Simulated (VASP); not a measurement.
# Ta (Im-3m) in VASP: further runs

Runs on Ta. Level: r2SCAN. Tasks: relaxation of cell and atoms.

Everything below comes from runs of VASP 6.6.1. Logs are shortened: lines on timing, memory, paths and dates and some standing lists are left out, and cuts for length are marked.

## (1) The crystal as given

The structure is cubic, space group Im-3m (No. 229). Conventional cell: a = 3.303 Å, b = 3.303 Å, c = 3.303 Å, α = 90.00°, β = 90.00°, γ = 90.00°. Ta (site symmetry m-3m) is surrounded by 8 Ta at 2.86 Å.

## (2) Relaxation of cell and atoms, r2SCAN

Input file INCAR:

```
SYSTEM = Ta
PREC     = Accurate       ! precision mode
ENCUT    = 520            ! plane-wave cutoff, eV
EDIFF    = 1E-7           ! SCF threshold, eV
ISMEAR   = 0              ! smearing method
SIGMA    = 0.1            ! smearing width, eV
LREAL    = .False.        ! projectors in reciprocal space
LASPH    = .True.         ! aspherical terms in the spheres
NELM     = 60             ! most SCF steps
ALGO     = Normal         ! electronic algorithm
ISIF     = 3              ! what is computed and relaxed
LWAVE    = .False.        ! write WAVECAR
LCHARG   = .False.        ! write CHGCAR
METAGGA  = R2SCAN         ! meta-GGA
LMIXTAU  = .True.       
IBRION   = 2              ! ionic algorithm
NSW      = 80             ! ionic steps
EDIFFG   = -0.002         ! ionic threshold
```

Input file KPOINTS:

```
regular mesh
0
Gamma
  18 18 18
  0 0 0
```

Input file POSCAR:

```
Ta
1.0
   -1.6512800000      1.6512800000      1.6512800000
    1.6512800000     -1.6512800000      1.6512800000
    1.6512800000      1.6512800000     -1.6512800000
Ta
1
Direct
    0.0000000000      0.0000000000      0.0000000000
```

Potentials or basis: VASP PAW PBE potentials, release 64 (Ta_pv).

On the command line:

```bash
$ cat potpaw_PBE.64/Ta_pv/POTCAR > POTCAR
$ mpirun -np 1 vasp_std > vasp.out
```

OUTCAR:

```text
SYSTEM = Ta
   PREC = Accurate
   ENCUT = 520
   EDIFF = 1E-7
   ISMEAR = 0
   LREAL = .False.
   LASPH = .True.
   NELM = 60
   ISIF = 3
   METAGGA = R2SCAN
   IBRION = 2
   NSW = 80
   EDIFFG = -0.002

 ion  position               nearest neighbor table
   1  0.000  0.000  0.000-

  LATTYP: Found a body centered cubic cell.
 ALAT       =     3.3025600000

  Lattice vectors:

 A1 = (  -1.6512800000,   1.6512800000,   1.6512800000)
 A2 = (   1.6512800000,  -1.6512800000,   1.6512800000)
 A3 = (   1.6512800000,   1.6512800000,  -1.6512800000)

Analysis of symmetry for initial positions (statically):
=====================================================================
 Subroutine PRICEL returns:
 Original cell was already a primitive cell.

 Routine SETGRP: Setting up the symmetry group for a
 body centered cubic supercell.

 Subroutine GETGRP returns: Found 48 space group operations
 (whereof 48 operations were pure point group operations)
 out of a pool of 48 trial point group operations.

The static configuration has the point symmetry O_h .

Analysis of symmetry for dynamics (positions and initial velocities):
=====================================================================
 Subroutine PRICEL returns:
 Original cell was already a primitive cell.

 Routine SETGRP: Setting up the symmetry group for a
 body centered cubic supercell.

 Subroutine GETGRP returns: Found 48 space group operations
 (whereof 48 operations were pure point group operations)
 out of a pool of 48 trial point group operations.

The dynamic configuration has the point symmetry O_h .

 Subroutine INISYM returns: Found 48 space group operations
 (whereof 48 operations are pure point group operations),
 and found     1 'primitive' translations

----------------------------------------------------------------------------------------

                                     Primitive cell

  volume of cell :      18.0104

  direct lattice vectors                    reciprocal lattice vectors
    -1.651280000  1.651280000  1.651280000     0.000000000  0.302795407  0.302795407
     1.651280000 -1.651280000  1.651280000     0.302795407  0.000000000  0.302795407
     1.651280000  1.651280000 -1.651280000     0.302795407  0.302795407  0.000000000

  length of vectors
     2.860100858  2.860100858  2.860100858     0.428217371  0.428217371  0.428217371

  position of ions in fractional coordinates (direct lattice)
     0.000000000  0.000000000  0.000000000

  ion indices of the primitive-cell ions
   primitive index   ion index
                 1           1

----------------------------------------------------------------------------------------

 KPOINTS: regular mesh

Automatic generation of k-mesh.
 Grid dimensions read from file:
 generate k-points for:   18   18   18

 Generating k-lattice:

  Cartesian coordinates                     Fractional coordinates (reciprocal lattice)
     0.000000000  0.016821967  0.016821967     0.055555556  0.000000000  0.000000000
     0.016821967  0.000000000  0.016821967     0.000000000  0.055555556  0.000000000
     0.016821967  0.016821967  0.000000000     0.000000000  0.000000000  0.055555556

  Length of vectors
     0.023789854  0.023789854  0.023789854

  Shift w.r.t. Gamma in fractional coordinates (k-lattice)
     0.000000000  0.000000000  0.000000000

 Subroutine IBZKPT returns following result:
 ===========================================

 Found    195 irreducible k-points:

 Following reciprocal coordinates:
            Coordinates               Weight
  0.000000  0.000000  0.000000      1.000000
  0.055556  0.000000  0.000000     12.000000
  0.111111  0.000000  0.000000     12.000000
  0.166667  0.000000  0.000000     12.000000
  0.222222  0.000000  0.000000     12.000000
  0.277778  0.000000  0.000000     12.000000
[... 16 lines left out ...]
  0.333333  0.111111  0.000000     48.000000
  0.388889  0.111111  0.000000     48.000000
 [... further k-points ...]
   k-points           NKPTS =    195   k-points in BZ     NKDIM =    195   number of bands    NBANDS=      9
   number of dos      NEDOS =    301   number of ions     NIONS =      1
   total plane-waves  NPLWV =  13824
   dimension x,y,z NGX =    24 NGY =   24 NGZ =   24
   dimension x,y,z NGXF=    48 NGYF=   48 NGZF=   48
   ions per type =               1
   NGX,Y,Z   is equivalent  to a cutoff of  13.95, 13.95, 13.95 a.u.
   NGXF,Y,Z  is equivalent  to a cutoff of  27.90, 27.90, 27.90 a.u.
 SYSTEM =  Ta
   PREC   = accura    normal or accurate (medium, high low for compatibility)
   ISTART =      0    job   : 0-new  1-cont  2-samecut
   ICHARG =      2    charge: 1-file 2-atom 10-const
   ISPIN  =      1    spin polarized calculation?
   LNONCOLLINEAR =      F non collinear calculations
   LSORBIT =      F    spin-orbit coupling
   LASPH  =      T    aspherical Exc in radial PAW
   ENCUT  =  520.0 eV  38.22 Ry    6.18 a.u.   5.32  5.32  5.32*2*pi/ulx,y,z
   NELM   =     60;   NELMIN=  2; NELMDL= -5     # of ELM steps
   EDIFF  = 0.1E-06   stopping-criterion for ELM
   LREAL  =      F    real-space projection
   EDIFFG = -.2E-02   stopping-criterion for IOM
   NSW    =     80    number of steps for IOM
   IBRION =      2    ionic relax: 0-MD 1-quasi-New 2-CG
   NFREE  =      1    steps in history (QN), initial steepest desc. (CG)
   ISIF   =      3    stress and relaxation
   ISYM   =      2    0-nonsym 1-usesym 2-fastsym
   POTIM  = 0.5000    time-step for ionic-motion
   TEBEG  =    0.0;   TEEND  =   0.0 temperature during run
   PSTRESS=    0.0 pullay stress
   NELECT =      11.0000    total number of electrons
   NUPDOWN=      -1.0000    fix difference up-down
   EMIN   =  10.00;   EMAX   =-10.00  energy-range for DOS
   EFERMI =   0.00;   METHOD = LEGACY
   ISMEAR =     0;   SIGMA  =   0.10  broadening in eV -4-tet -1-fermi 0-gaus
   EFERMI_NEDOS =   21; number of points for ismear=-14 and -15
   IALGO  =     38    algorithm
   IMIX   =      4    mixing-type and parameters
     AMIX     =   0.40;   BMIX     =  1.00
     AMIX_MAG =   1.60;   BMIX_MAG =  1.00
  volume/ion in A,a.u.               =      18.01       121.54
  Fermi-wavevector in a.u.,A,eV,Ry     =   1.388988  2.624806 26.249534  1.929286
  Thomas-Fermi vector in A             =   2.513061
   LORBIT       =      0    0 simple, 1 ext, 2 COOP (PROOUT), +10 PAW based schemes
   METAGGA = R2SCAN    functional components
   LHFCALC =     F    Hartree Fock is set to
   AEXX    =    0.0000 exact exchange contribution
   IVDW    =     0    specifies the selected vdW correction
   LEPSILON=     F    determine dielectric tensor
   LRPA    =     F    only Hartree local field effects (RPA)
 conjugate gradient relaxation of ions
 non-spin polarized calculation
 Gauss-broadening in eV      SIGMA  =   0.10
  energy-cutoff  :      520.00
  volume of cell :       18.01
 maximum number of plane-waves:       498
 NGX is ok and might be reduce to    24
   NGX = 11   NGY = 11   NGZ = 11

--------------------------------------- Ionic step        1  -------------------------------------------

 number of electron      11.0000002 magnetization

 Free energy of the ion-electron system (eV)
  ---------------------------------------------------
  ext. energy  EPLUGINS =         0.00000000
  ---------------------------------------------------
  free energy    TOTEN  =       -48.58278860 eV

  energy without entropy =      -48.57729031  energy(sigma->0) =      -48.58003946

------------------------ aborting loop because EDIFF is reached ----------------------------------------

  FORCE on cell =-STRESS in cart. coord.  units (eV):
  Direction    XX          YY          ZZ          XY          YZ          ZX
  --------------------------------------------------------------------------------------
  -------------------------------------------------------------------------------------
  Total        0.1137229      0.1137229      0.1137229      0.0000000     -0.0000000      0.0000000
  in kB       10.1166395     10.1166395     10.1166395      0.0000000     -0.0000000      0.0000000
  external PRESSURE =      10.1166395 kB  Pullay stress =       0.0000000 kB

 VOLUME and BASIS-vectors are now :
 -----------------------------------------------------------------------------
  energy-cutoff  :      520.00
  volume of cell :       18.01
      direct lattice vectors                 reciprocal lattice vectors
    -1.651280000  1.651280000  1.651280000     0.000000000  0.302795407  0.302795407
     1.651280000 -1.651280000  1.651280000     0.302795407  0.000000000  0.302795407
     1.651280000  1.651280000 -1.651280000     0.302795407  0.302795407  0.000000000
[... 36 lines left out ...]
 POSITION                                       TOTAL-FORCE (eV/Angst)
 -----------------------------------------------------------------------------------
      1.66034     -1.66034      1.66034         0.000000      0.000000     -0.000000
 -----------------------------------------------------------------------------------
    total drift:                                0.000000     -0.000000      0.000000

  FREE ENERGIE OF THE ION-ELECTRON SYSTEM (eV)
  ---------------------------------------------------
  free  energy   TOTEN  =       -48.5815512248 eV

  energy  without entropy=      -48.5758047354  energy(sigma->0) =      -48.57867798

--------------------------------------- Ionic step        3  -------------------------------------------

 number of electron      11.0000002 magnetization

 Free energy of the ion-electron system (eV)
  ---------------------------------------------------
  ext. energy  EPLUGINS =         0.00000000
  ---------------------------------------------------
  free energy    TOTEN  =       -48.58306357 eV

  energy without entropy =      -48.57750317  energy(sigma->0) =      -48.58028337

 E-fermi :   5.2859     XC(G=0): -13.7433

 val. band max:        5.2767440489   @ k =   0.3333   0.1111   0.0000
 cond. band min:       5.3208801021   @ k =   0.1111   0.1111   0.0000
 fundamental gap:      0.0441360532
 Fermi energy:         5.2859181129

 k-point     1 :       0.0000    0.0000    0.0000
  band No.  band energies     occupation
      1     -28.9559      2.00000
      2     -28.9559      2.00000
      3     -28.9559      2.00000
      4      -3.0249      2.00000
      5       6.1276      0.00000
      6       6.1276      0.00000
      7       6.1276      0.00000
      8       9.5997      0.00000
      9       9.5997      0.00000

 k-point     2 :       0.0556    0.0000    0.0000
  band No.  band energies     occupation
      1     -28.9959      2.00000
      2     -28.9681      2.00000
      3     -28.9561      2.00000
      4      -2.8812      2.00000
      5       6.0322      0.00000
      6       6.0989      0.00000
      7       6.2667      0.00000
      8       9.4425      0.00000
      9       9.5986      0.00000
[... 253 lines left out ...]
 k-point    24 :       0.3889    0.1111    0.0000
  band No.  band energies     occupation
      1     -30.0966      2.00000
      2     -29.3786      2.00000
      3     -29.0169      2.00000
      4       1.1499      2.00000
      5       3.8487      2.00000
      6       5.8364      0.00000
      7       9.3118      0.00000
      8      10.6508      0.00000
      9      13.4343      0.00000

 [... further k-points ...]

------------------------ aborting loop because EDIFF is reached ----------------------------------------

  FORCE on cell =-STRESS in cart. coord.  units (eV):
  Direction    XX          YY          ZZ          XY          YZ          ZX
  --------------------------------------------------------------------------------------
  -------------------------------------------------------------------------------------
  Total        0.0010676      0.0010676      0.0010676      0.0000000      0.0000000      0.0000000
  in kB        0.0945094      0.0945094      0.0945094      0.0000000      0.0000000      0.0000000
  external PRESSURE =       0.0945094 kB  Pullay stress =       0.0000000 kB

 VOLUME and BASIS-vectors are now :
 -----------------------------------------------------------------------------
  energy-cutoff  :      520.00
  volume of cell :       18.10
      direct lattice vectors                 reciprocal lattice vectors
    -1.653977449  1.653977449  1.653977449     0.000000000  0.302301582  0.302301582
     1.653977449 -1.653977449  1.653977449     0.302301582  0.000000000  0.302301582
     1.653977449  1.653977449 -1.653977449     0.302301582  0.302301582  0.000000000

 POSITION                                       TOTAL-FORCE (eV/Angst)
 -----------------------------------------------------------------------------------
     -0.00000      0.00000      0.00000         0.000000      0.000000     -0.000000
 -----------------------------------------------------------------------------------
    total drift:                                0.000000      0.000000     -0.000000

  FREE ENERGIE OF THE ION-ELECTRON SYSTEM (eV)
  ---------------------------------------------------
  free  energy   TOTEN  =       -48.5830635721 eV

  energy  without entropy=      -48.5775031696  energy(sigma->0) =      -48.58028337

 reached required accuracy - stopping structural energy minimisation
```

Wall time 1.9 min (1 thread of Intel Xeon 6975P-C (Granite Rapids), shared host); peak memory 0.17 GiB.

Results:

| Quantity | Value |
| --- | --- |
| Free energy | -48.5831 eV |
| Relaxed volume | 18.10 Å³/atom |
| Relaxed cell | a = 2.865 Å, b = 2.865 Å, c = 2.865 Å, α = 109.47°, β = 109.47°, γ = 109.47° |
| Space group after relaxing (to 0.05 Å) | Im-3m (No. 229) |
| Energy gained by relaxing | 0.3 meV/atom |
| Ionic steps | 3 |
| Pressure after relaxing | 0.0 GPa |
| Band gap on the k mesh | none (metal or under the smearing width) |

The path:
```tsv
step	energy change (eV)	largest force (eV/Å)	pressure (GPa)	volume (Å³)
1	0.0000	0.0000	1.01	18.01
2	0.0012	0.0000	-2.28	18.31
3	-0.0003	0.0000	0.01	18.10
```

Final structure:
```xyz
1
Lattice="-1.6540 1.6540 1.6540 1.6540 -1.6540 1.6540 1.6540 1.6540 -1.6540" Properties=species:S:1:pos:R:3 pbc="T T T"
Ta    0.0000    0.0000    0.0000
```

Caveat: the PAW data sets were made with another functional, which shifts forces and pressure a little. The run has no spin-orbit coupling, so splittings on Ta are missing.

## (3) Relaxation of cell and atoms, r2SCAN

This run uses another cell than the first one, of 18.10 Å³/atom, 1.005 times its volume.

INCAR is that of step 2.

KPOINTS is that of step 2.

Input file POSCAR:

```
Ta                                      
1.0
   -1.6539774490      1.6539774490      1.6539774490
    1.6539774490     -1.6539774490      1.6539774490
    1.6539774490      1.6539774490     -1.6539774490
  Ta            
     1
Direct
     0.0000000000000000    0.0000000000000000    0.0000000000000000
```

Potentials or basis: VASP PAW PBE potentials, release 64 (Ta_pv).

On the command line:

```bash
$ cat potpaw_PBE.64/Ta_pv/POTCAR > POTCAR
$ mpirun -np 1 vasp_std > vasp.out
```

OUTCAR:

```text
SYSTEM = Ta
   PREC = Accurate
   ENCUT = 520
   EDIFF = 1E-7
   ISMEAR = 0
   LREAL = .False.
   LASPH = .True.
   NELM = 60
   ISIF = 3
   METAGGA = R2SCAN
   IBRION = 2
   NSW = 80
   EDIFFG = -0.002

 ion  position               nearest neighbor table
   1  0.000  0.000  0.000-

  LATTYP: Found a body centered cubic cell.
 ALAT       =     3.3079548980

  Lattice vectors:

[... 472 lines left out ...]
      9      13.4343      0.00000

 [... further k-points ...]

------------------------ aborting loop because EDIFF is reached ----------------------------------------

  FORCE on cell =-STRESS in cart. coord.  units (eV):
  Direction    XX          YY          ZZ          XY          YZ          ZX
  --------------------------------------------------------------------------------------
  -------------------------------------------------------------------------------------
  Total        0.0009346      0.0009346      0.0009346      0.0000000     -0.0000000     -0.0000000
  in kB        0.0827379      0.0827379      0.0827379      0.0000000     -0.0000000     -0.0000000
  external PRESSURE =       0.0827379 kB  Pullay stress =       0.0000000 kB

 VOLUME and BASIS-vectors are now :
 -----------------------------------------------------------------------------
  energy-cutoff  :      520.00
  volume of cell :       18.10
      direct lattice vectors                 reciprocal lattice vectors
    -1.653977449  1.653977449  1.653977449     0.000000000  0.302301582  0.302301582
     1.653977449 -1.653977449  1.653977449     0.302301582  0.000000000  0.302301582
     1.653977449  1.653977449 -1.653977449     0.302301582  0.302301582  0.000000000

 POSITION                                       TOTAL-FORCE (eV/Angst)
 -----------------------------------------------------------------------------------
      0.00000      0.00000      0.00000         0.000000      0.000000      0.000000
 -----------------------------------------------------------------------------------
    total drift:                               -0.000000      0.000000     -0.000000

  FREE ENERGIE OF THE ION-ELECTRON SYSTEM (eV)
  ---------------------------------------------------
  free  energy   TOTEN  =       -48.5830836809 eV

  energy  without entropy=      -48.5775232298  energy(sigma->0) =      -48.58030346

 reached required accuracy - stopping structural energy minimisation
```

CONTCAR:

```text
Ta
   1.00000000000000
    -1.6539774490000001    1.6539774490000001    1.6539774490000001
     1.6539774490000001   -1.6539774490000001    1.6539774490000001
     1.6539774490000001    1.6539774490000001   -1.6539774490000001
  Ta
     1
Direct
     0.0000000000000000    0.0000000000000000    0.0000000000000000

  0.00000000E+00  0.00000000E+00  0.00000000E+00
```

Wall time 54 s (1 thread of Intel Xeon 6975P-C (Granite Rapids), shared host); peak memory 0.17 GiB.

Results:

- Free energy: -48.5831 eV
- Pressure after relaxing: 0.0 GPa
- Band gap on the k mesh: none (metal or under the smearing width)

Final structure:
```xyz
1
Lattice="-1.6540 1.6540 1.6540 1.6540 -1.6540 1.6540 1.6540 1.6540 -1.6540" Properties=species:S:1:pos:R:3 pbc="T T T"
Ta    0.0000    0.0000    0.0000
```

Caveat: the relaxation stopped at its first step, so nothing moved; the PAW data sets were made with another functional, which shifts forces and pressure a little. The run has no spin-orbit coupling, so splittings on Ta are missing.
